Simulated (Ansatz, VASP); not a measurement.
Two plane-wave programs on MgO

```
Mg O
1.0
     3.30347    0.00000    0.00000
    -1.65173    2.86089    0.00000
     0.00000    0.00000    5.01939
Mg O
2 2
Direct
  0.31952 0.70442 0.00366
  0.68048 0.29558 0.50366
  0.34615 0.63165 0.40094
  0.65385 0.36835 0.90094
```

Change from the starting cell: mode 4 frozen in at -0.108 Å and mode 5 at +0.108 Å (largest displacements).

Alike in both runs: task single point; functional PBEsol; k mesh 9 × 9 × 6; occupations gaussian, width 0.05 eV; no spin polarisation.

|  | VASP | Ansatz |
| --- | --- | --- |
| version | VASP 6.6.1 | Ansatz 0.2.0 |
| potentials or method | VASP PAW PBE potentials, release 64 (Mg, O) | scalar-relativistic, plane waves, PAW |
| plane-wave cutoff (eV) | 520 | 520 |
| valence electrons in the cell | 16 | 32 |

Ansatz gave:

- gap on the k mesh at the Fermi level (eV): 3.20
- least direct gap on the mesh (eV): 3.20
- pressure (GPa): -0.4
- largest component of the traceless stress (GPa): 0.73
- rms of the force components (eV/Å): 0.237

Task: Estimate VASP's values.

Result: gap on the k mesh at the Fermi level (eV): 3.20; least direct gap on the mesh (eV): 3.20; pressure (GPa): -0.7; largest component of the traceless stress (GPa): 0.74; rms of the force components (eV/Å): 0.240.

Atom by atom the forces differ by 0.003 eV/Å (rms over components). The two sets of potentials don't hold the same shells in valence. Ansatz warned: «pseudo_functional_mismatch».

Caveats: the PAW data sets were made with another functional, which shifts forces and pressure a little (VASP); an odd mesh through Γ misses points on the zone boundary, where band edges often lie.
